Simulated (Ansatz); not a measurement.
# S: distorted cells

Level of theory: Ansatz, DFT PBE, scalar-relativistic, plane waves, PAW.

Plane waves to 420 eV, a k mesh through Γ of 16×16×16 on the computed 1-atom cell and Gaussian smearing (0.10 eV); no spin polarisation.

Reference cell:

```
CELL_PARAMETERS angstrom
0.00000 1.99435 1.99435
1.99435 0.00000 1.99435
1.99435 1.99435 0.00000
ATOMIC_POSITIONS crystal
S 0.00000 0.00000 0.00000
```

Each variant moves atoms of this cell by the vectors given, if any (Å), and then applies a symmetric strain (tensor components, Cartesian axes). The reference cell isn't relaxed at this level. Energies are per atom at zero smearing, counted from the lowest variant. Pressure is positive in compression.

1. strain (xx yy zz yz xz xy, %) 0.29 -1.21 0.29 0.24 0.18 -0.24
2. strain (xx yy zz yz xz xy, %) 5.56 3.98 4.61 -1.00 -0.68 0.16
3. strain (xx yy zz yz xz xy, %) 4.66 3.16 4.66 0.00 0.00 0.00

```tsv
variant	ΔE (meV/atom)	P (GPa)	space group
1	0.0	0.50	C2/m
2	68.0	-8.22	P-1
3	55.0	-7.55	I4/mmm
```

This fcc form isn't the element's structure at ambient conditions.